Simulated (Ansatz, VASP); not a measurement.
# Li3TeH: VASP beside Ansatz

Contents of INCAR:

```
SYSTEM = Li3TeH
ALGO = Normal ; EDIFF = 1E-6
ENCUT = 520 ; GGA = PE
ISIF = 2 ; ISMEAR = 0
LASPH = .True. ; LCHARG = .False.
LREAL = .False. ; LWAVE = .False.
NBANDS = 16 ; NELM = 100
PREC = Accurate ; SIGMA = 0.05
```

Contents of KPOINTS:

```
k-points
0
Gamma
  4 4 4
  0 0 0
```

The input POSCAR:

```
Li3TeH
1.0
    4.2200000000      0.0000000000      0.0000000000
    0.0000000000      4.2200000000      0.0000000000
    0.0000000000      0.0000000000      4.2200000000
Te H Li
1 1 3
Direct
    0.0000000000      0.0000000000      0.0000000000
    0.5000000000      0.5000000000      0.5000000000
    0.5000000000      0.5000000000      0.0000000000
    0.5000000000      0.0000000000      0.5000000000
    0.0000000000      0.5000000000      0.5000000000
```

Input for Ansatz:

```yaml
crystal:
  lattice:
    - [4.22, 0.0, 0.0]
    - [0.0, 4.22, 0.0]
    - [0.0, 0.0, 4.22]
  atoms:
    - { symbol: Te, position: [0.0, 0.0, 0.0] }
    - { symbol: H, position: [0.5, 0.5, 0.5] }
    - { symbol: Li, position: [0.5, 0.5, 0.0] }
    - { symbol: Li, position: [0.5, 0.0, 0.5] }
    - { symbol: Li, position: [0.0, 0.5, 0.5] }
basis:
  ecutwfc: 420
kpoints:
  mp_grid: { grid: [4, 4, 4] }
hamiltonian:
  xc: pbe
scf:
  occupations: { method: gaussian, width: 0.05 }
output:
  forces: true
  stress: true
  eigenvalues: true
```

The cell was built by a generator and isn't the measured one.

Alike in both runs: task single point; functional PBE; k mesh 4 × 4 × 4; occupations gaussian, width 0.05 eV; no spin polarisation.

|  | VASP | Ansatz |
| --- | --- | --- |
| version | VASP 6.6.1 | Ansatz 0.2.0 |
| potentials or method | VASP PAW PBE potentials, release 64 (Te, H, Li_sv) | scalar-relativistic, plane waves, PAW |
| plane-wave cutoff (eV) | 520 | 420 |
| valence electrons in the cell | 16 | 26 |

VASP gave:

```
gap on the k mesh at the Fermi level (eV) : 2.90
least direct gap on the mesh (eV)         : 3.62
```

What did Ansatz give for the same quantities?

gap on the k mesh at the Fermi level (eV): 2.89; least direct gap on the mesh (eV): 3.62.

The two sets of potentials don't hold the same shells in valence.

Caveats: spin-orbit coupling is left out, which moves the levels of the heavy elements. As with any semilocal functional, this PBE gap is likely too small. A k mesh can miss the band edges.
